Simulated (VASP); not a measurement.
# CaS (Fm-3m) in VASP: further runs

Runs on CaS. Level: PBE. Tasks: single point.

All numbers are computed with VASP 6.6.1; they aren't measurements. Logs are shortened: lines on timing, memory, paths and dates and some standing lists are left out, and cuts for length are marked.

## Step 1: Starting point

It takes space group Fm-3m (No. 225, cubic). The conventional cell has a = 5.705 Å, b = 5.705 Å, c = 5.705 Å, α = 90.00°, β = 90.00°, γ = 90.00°. Around Ca (site symmetry m-3m) lie 6 S at 2.85 Å. S (site symmetry m-3m) has 6 Ca at 2.85 Å as nearest neighbours.

The cell comes from a database or a generator and needn't be the stable form of this composition.

## Step 2: Single point, PBE (the perfect crystal in a cell of 32 atoms)

File INCAR:

```
SYSTEM = CaS
ALGO = Fast ; EDIFF = 1E-7
ENCUT = 520 ; GGA = PE
ISIF = 2 ; ISMEAR = 0
LASPH = .TRUE. ; LCHARG = .FALSE.
LREAL = Auto ; LWAVE = .FALSE.
NBANDS = 150 ; NELM = 100
PREC = Accurate ; SIGMA = 0.01
```

File KPOINTS:

```
Automatic mesh
0
Gamma
  2 2 2
  0.5 0.5 0.5
```

File POSCAR:

```
CaS
1.0
    5.7117999112      5.7117999112      5.7117999112
   -5.7117999112     -5.7117999112      5.7117999112
    5.7117999112     -5.7117999112     -5.7117999112
Ca S
16 16
Direct
    0.2500000000      0.2500000000      0.5000000000
    0.5000000000      0.0000000000      0.5000000000
    0.2500000000      0.5000000000      0.2500000000
    0.5000000000      0.2500000000      0.2500000000
    0.7500000000      0.0000000000      0.2500000000
    0.7500000000      0.7500000000      0.5000000000
    0.0000000000      0.5000000000      0.5000000000
    0.2500000000      1.0000000000      0.7500000000
    0.2500000000      0.7500000000      0.0000000000
    0.5000000000      0.5000000000      0.0000000000
    0.7500000000      0.2500000000      0.0000000000
    0.0000000000      0.0000000000      0.0000000000
    0.0000000000      0.7500000000      0.2500000000
    0.5000000000      0.7500000000      0.7500000000
    0.7500000000      0.5000000000      0.7500000000
    0.0000000000      0.2500000000      0.7500000000
    0.5000000000      0.2500000000      0.7500000000
    0.7500000000      0.0000000000      0.7500000000
    0.5000000000      0.5000000000      0.5000000000
    0.7500000000      0.2500000000      0.5000000000
    0.0000000000      0.0000000000      0.5000000000
    0.0000000000      0.7500000000      0.7500000000
    0.2500000000      0.5000000000      0.7500000000
    0.5000000000      0.0000000000      0.0000000000
    0.5000000000      0.7500000000      0.2500000000
    0.7500000000      0.5000000000      0.2500000000
    0.0000000000      0.2500000000      0.2500000000
    0.2500000000      0.0000000000      0.2500000000
    0.2500000000      0.7500000000      0.5000000000
    0.7500000000      0.7500000000      0.0000000000
    0.0000000000      0.5000000000      0.0000000000
    0.2500000000      0.2500000000      0.0000000000
```

Potentials or basis: VASP PAW PBE potentials, release 64 (Ca_sv, S).

Run with:

```console
$ cat potpaw_PBE.64/Ca_sv/POTCAR potpaw_PBE.64/S/POTCAR > POTCAR
$ mpirun -np 1 vasp_std > vasp.out
```

OUTCAR:

```text
SYSTEM = CaS
   EDIFF = 1E-7
   ENCUT = 520
   GGA = PE
   ISIF = 2
   ISMEAR = 0
   LASPH = .TRUE.
   LREAL = Auto
   NELM = 100
   PREC = Accurate

 ion  position               nearest neighbor table
   1  0.250  0.250  0.500-  17 2.86  19 2.86  21 2.86  23 2.86  27 2.86  28 2.86
   2  0.500  0.000  0.500-  17 2.86  18 2.86  20 2.86  25 2.86  28 2.86  29 2.86
   3  0.250  0.500  0.250-  19 2.86  25 2.86  27 2.86  29 2.86  31 2.86  32 2.86
   4  0.500  0.250  0.250-  19 2.86  20 2.86  24 2.86  26 2.86  28 2.86  32 2.86
   5  0.750  0.000  0.250-  20 2.86  21 2.86  24 2.86  25 2.86  27 2.86  30 2.86
   6  0.750  0.750  0.500-  18 2.86  19 2.86  21 2.86  22 2.86  25 2.86  26 2.86
[... 24 lines left out ...]
  31  0.000  0.500  0.000-   3 2.86   9 2.86  11 2.86  13 2.86  15 2.86  16 2.86
  32  0.250  0.250  0.000-   3 2.86   4 2.86   8 2.86  10 2.86  12 2.86  16 2.86

  LATTYP: Found a body centered cubic cell.
 ALAT       =    11.4235998224

  Lattice vectors:

 A1 = (   5.7117999112,   5.7117999112,   5.7117999112)
 A2 = (  -5.7117999112,  -5.7117999112,   5.7117999112)
 A3 = (   5.7117999112,  -5.7117999112,  -5.7117999112)

Analysis of symmetry for initial positions (statically):
=====================================================================
 Subroutine PRICEL returns following result:

  LATTYP: Found a face centered cubic cell.
 ALAT       =     5.7117999112

  Lattice vectors:

 A1 = (  -2.8558999556,  -2.8558999556,   0.0000000000)
 A2 = (  -2.8558999556,   0.0000000000,  -2.8558999556)
 A3 = (   0.0000000000,  -2.8558999556,  -2.8558999556)

  16 primitive cells build up your supercell.

 Routine SETGRP: Setting up the symmetry group for a
 body centered cubic supercell.

 Subroutine GETGRP returns: Found 48 space group operations
 (whereof 48 operations were pure point group operations)
 out of a pool of 48 trial point group operations.

The static configuration has the point symmetry O_h .

Analysis of symmetry for dynamics (positions and initial velocities):
=====================================================================
 Subroutine PRICEL returns following result:

  LATTYP: Found a face centered cubic cell.
 ALAT       =     5.7117999112

  Lattice vectors:

 A1 = (  -2.8558999556,  -2.8558999556,   0.0000000000)
 A2 = (  -2.8558999556,   0.0000000000,  -2.8558999556)
 A3 = (   0.0000000000,  -2.8558999556,  -2.8558999556)

  16 primitive cells build up your supercell.

 Routine SETGRP: Setting up the symmetry group for a
 body centered cubic supercell.

 Subroutine GETGRP returns: Found 48 space group operations
 (whereof 48 operations were pure point group operations)
 out of a pool of 48 trial point group operations.

The dynamic configuration has the point symmetry O_h .

 Subroutine INISYM returns: Found 48 space group operations
 (whereof 48 operations are pure point group operations),
 and found    16 'primitive' translations

----------------------------------------------------------------------------------------

                                     Primitive cell

  volume of cell :      46.5864

  direct lattice vectors                    reciprocal lattice vectors
    -2.855899956 -2.855899956  0.000000000    -0.175076161 -0.175076161  0.175076161
    -2.855899956  0.000000000 -2.855899956    -0.175076161  0.175076161 -0.175076161
     0.000000000 -2.855899956 -2.855899956     0.175076161 -0.175076161 -0.175076161

  length of vectors
     4.038852450  4.038852450  4.038852450     0.303240806  0.303240806  0.303240806

  position of ions in fractional coordinates (direct lattice)
     1.000000000  1.000000000  0.000000000
     0.500000000  0.500000000  0.500000000

  ion indices of the primitive-cell ions
   primitive index   ion index
                 1           1
                 2          17

----------------------------------------------------------------------------------------

 KPOINTS: Automatic mesh

Automatic generation of k-mesh.
 Grid dimensions read from file:
 generate k-points for:    2    2    2

 Generating k-lattice:

  Cartesian coordinates                     Fractional coordinates (reciprocal lattice)
     0.043769040  0.000000000  0.043769040     0.500000000  0.000000000  0.000000000
     0.000000000 -0.043769040  0.043769040     0.000000000  0.500000000  0.000000000
     0.043769040 -0.043769040  0.000000000     0.000000000  0.000000000  0.500000000

  Length of vectors
     0.061898770  0.061898770  0.061898770

  Shift w.r.t. Gamma in fractional coordinates (k-lattice)
     0.500000000  0.500000000  0.500000000

 Subroutine IBZKPT returns following result:
 ===========================================

 Found      2 irreducible k-points:

 Following reciprocal coordinates:
            Coordinates               Weight
  0.250000  0.250000  0.250000      2.000000
 -0.250000  0.250000  0.250000      6.000000
   k-points           NKPTS =      2   k-points in BZ     NKDIM =      2   number of bands    NBANDS=    150
   number of dos      NEDOS =    301   number of ions     NIONS =     32
   total plane-waves  NPLWV = 512000
   dimension x,y,z NGX =    80 NGY =   80 NGZ =   80
   dimension x,y,z NGXF=   160 NGYF=  160 NGZF=  160
   ions per type =              16  16
   NGX,Y,Z   is equivalent  to a cutoff of  13.44, 13.44, 13.44 a.u.
   NGXF,Y,Z  is equivalent  to a cutoff of  26.89, 26.89, 26.89 a.u.
 SYSTEM =  CaS
   PREC   = accura    normal or accurate (medium, high low for compatibility)
   ISTART =      0    job   : 0-new  1-cont  2-samecut
   ICHARG =      2    charge: 1-file 2-atom 10-const
   ISPIN  =      1    spin polarized calculation?
   LNONCOLLINEAR =      F non collinear calculations
   LSORBIT =      F    spin-orbit coupling
   LASPH  =      T    aspherical Exc in radial PAW
   ENCUT  =  520.0 eV  38.22 Ry    6.18 a.u.  18.39 18.39 18.39*2*pi/ulx,y,z
   NELM   =    100;   NELMIN=  2; NELMDL= -5     # of ELM steps
   EDIFF  = 0.1E-06   stopping-criterion for ELM
   LREAL  =      T    real-space projection
   EDIFFG = 0.1E-05   stopping-criterion for IOM
   NSW    =      0    number of steps for IOM
   IBRION =     -1    ionic relax: 0-MD 1-quasi-New 2-CG
   NFREE  =      0    steps in history (QN), initial steepest desc. (CG)
   ISIF   =      2    stress and relaxation
   ISYM   =      2    0-nonsym 1-usesym 2-fastsym
   POTIM  = 0.5000    time-step for ionic-motion
   TEBEG  =    0.0;   TEEND  =   0.0 temperature during run
   PSTRESS=    0.0 pullay stress
   NELECT =     256.0000    total number of electrons
   NUPDOWN=      -1.0000    fix difference up-down
   EMIN   =  10.00;   EMAX   =-10.00  energy-range for DOS
   EFERMI =   0.00;   METHOD = LEGACY
   ISMEAR =     0;   SIGMA  =   0.01  broadening in eV -4-tet -1-fermi 0-gaus
   EFERMI_NEDOS =   21; number of points for ismear=-14 and -15
   IALGO  =     68    algorithm
   IMIX   =      4    mixing-type and parameters
     AMIX     =   0.40;   BMIX     =  1.00
     AMIX_MAG =   1.60;   BMIX_MAG =  1.00
  volume/ion in A,a.u.               =      23.29       157.19
  Fermi-wavevector in a.u.,A,eV,Ry     =   1.146468  2.166510 17.883338  1.314388
  Thomas-Fermi vector in A             =   2.283152
   LORBIT       =      0    0 simple, 1 ext, 2 COOP (PROOUT), +10 PAW based schemes
   GGA     = PE    functional components
   LHFCALC =     F    Hartree Fock is set to
   AEXX    =    0.0000 exact exchange contribution
   IVDW    =     0    specifies the selected vdW correction
   LEPSILON=     F    determine dielectric tensor
   LRPA    =     F    only Hartree local field effects (RPA)
 non-spin polarized calculation
 RMM-DIIS sequential band-by-band and
 Gauss-broadening in eV      SIGMA  =   0.01
  energy-cutoff  :      520.00
  volume of cell :      745.38
 maximum number of plane-waves:     20033
 NGX is ok and might be reduce to    80

 number of electron     256.0000000 magnetization

 Free energy of the ion-electron system (eV)
  ---------------------------------------------------
  ext. energy  EPLUGINS =         0.00000000
  ---------------------------------------------------
  free energy    TOTEN  =      -165.84754625 eV

  energy without entropy =     -165.84754625  energy(sigma->0) =     -165.84754625

 E-fermi :   2.6319     XC(G=0):  -9.2772

 val. band max:        2.4684513211   @ k =  -0.2500   0.2500   0.2500
 cond. band min:       5.2408849176   @ k =  -0.2500   0.2500   0.2500
 fundamental gap:      2.7724335965
 Fermi energy:         2.6319078349

 k-point     1 :       0.2500    0.2500    0.2500
  band No.  band energies     occupation
      1     -36.5580      2.00000
      2     -36.5580      2.00000
      3     -36.5580      2.00000
      4     -36.5580      2.00000
      5     -36.5509      2.00000
      6     -36.5509      2.00000
[... 132 lines left out ...]
    139       6.4838      0.00000
    140       6.4838      0.00000

 k-point     2 :      -0.2500    0.2500    0.2500
  band No.  band energies     occupation
      1     -36.5613      2.00000
      2     -36.5552      2.00000
      3     -36.5552      2.00000
      4     -36.5552      2.00000
      5     -36.5552      2.00000
      6     -36.5526      2.00000
[... 132 lines left out ...]
    139       7.3910      0.00000
    140       7.5354      0.00000
 [bands above 140 left out]

------------------------ aborting loop because EDIFF is reached ----------------------------------------

  FORCE on cell =-STRESS in cart. coord.  units (eV):
  Direction    XX          YY          ZZ          XY          YZ          ZX
  --------------------------------------------------------------------------------------
  -------------------------------------------------------------------------------------
  Total        0.7030085      0.7030085      0.7030085      0.0000000      0.0000000      0.0000000
  in kB        1.5110966      1.5110966      1.5110966      0.0000000      0.0000000      0.0000000
  external PRESSURE =       1.5110966 kB  Pullay stress =       0.0000000 kB

 VOLUME and BASIS-vectors are now :
 -----------------------------------------------------------------------------
  energy-cutoff  :      520.00
  volume of cell :      745.38
      direct lattice vectors                 reciprocal lattice vectors
     5.711799911  5.711799911  5.711799911     0.087538080  0.000000000  0.087538080
    -5.711799911 -5.711799911  5.711799911     0.000000000 -0.087538080  0.087538080
     5.711799911 -5.711799911 -5.711799911     0.087538080 -0.087538080  0.000000000

 POSITION                                       TOTAL-FORCE (eV/Angst)
 -----------------------------------------------------------------------------------
      2.85590     -2.85590      0.00000         0.000000      0.000000     -0.000000
      5.71180      0.00000      0.00000        -0.000000     -0.000000      0.000000
      0.00000     -2.85590      2.85590        -0.000000     -0.000000      0.000000
      2.85590      0.00000      2.85590        -0.000000     -0.000000     -0.000000
      5.71180      2.85590      2.85590         0.000000     -0.000000     -0.000000
      2.85590     -2.85590      5.71180        -0.000000     -0.000000      0.000000
[... 24 lines left out ...]
     -2.85590     -2.85590      2.85590        -0.000000      0.000000      0.000000
      0.00000      0.00000      2.85590        -0.000000      0.000000     -0.000000
 -----------------------------------------------------------------------------------
    total drift:                               -0.000000      0.000000      0.000000

  FREE ENERGIE OF THE ION-ELECTRON SYSTEM (eV)
  ---------------------------------------------------
  free  energy   TOTEN  =      -165.8475462531 eV

  energy  without entropy=     -165.8475462531  energy(sigma->0) =     -165.84754625
```

Wall time 15 min (1 thread of Intel Xeon Platinum 8488C (Sapphire Rapids), shared host); peak memory 1 GiB.

Results:

- Free energy: -165.8475 eV
- Pressure: 0.2 GPa
- Band gap on the k mesh: 2.77 eV

## Step 3: Single point, PBE

This run uses another cell than the first one: it holds 2 atoms, not 32.

File INCAR:

```
SYSTEM = CaS
  ALGO = Normal
  EDIFF = 1E-6
  ENCUT = 520
  GGA = PE
  ISIF = 2
  ISMEAR = 0
  LASPH = .True.
  LCHARG = .True.
  LELF = .True.
  LREAL = .False.
  LVHAR = .True.
  LWAVE = .False.
  NBANDS = 15
  NELM = 100
  PREC = Accurate
  SIGMA = 0.1
```

File KPOINTS:

```
k-points
0
Gamma
  6 6 6
  0 0 0
```

File POSCAR:

```
CaS
1.0
    0.0000000000      2.8523742917      2.8523742917
    2.8523742917      0.0000000000      2.8523742917
    2.8523742917      2.8523742917      0.0000000000
Ca S
1 1
Direct
    0.0000000000      0.0000000000      0.0000000000
    0.5000000000      0.5000000000      0.5000000000
```

Potentials or basis: VASP PAW PBE potentials, release 64 (Ca_sv, S).

Run with:

```console
$ cat potpaw_PBE.64/Ca_sv/POTCAR potpaw_PBE.64/S/POTCAR > POTCAR
$ mpirun -np 1 vasp_std > vasp.out
```

Run time: 8.8 s. Hardware: 1 thread of Intel Xeon Platinum 8488C (Sapphire Rapids), shared host; peak memory 0.16 GiB.

The run converged. Its results:

```yaml
Free_energy: -10.3643 eV
Pressure: 0.4 GPa
Band_gap_on_the_k_mesh: 2.37 eV, indirect (least direct gap 3.17 eV)
```

Levels at points of the mesh, in eV from the valence-band top:
```tsv
k point	band 4	band 5	band 6	band 7	band 8	band 9	band 10	band 11	band 12	band 13
(0.00, 0.00, 0.00)	-20.20	-11.31	0.00	0.00	0.00	4.12	4.16	4.16	4.16	4.75
(0.50, 0.00, 0.00)	-20.21	-10.51	-3.07	-1.15	-1.15	5.21	6.04	6.18	6.18	8.11
(0.50, 0.50, 0.00)	-20.24	-10.69	-2.26	-0.80	-0.80	2.37	5.59	5.99	6.75	6.77
```

A k mesh can miss the band edges. PBE gaps usually lie below the measured ones, often by a third to a half.
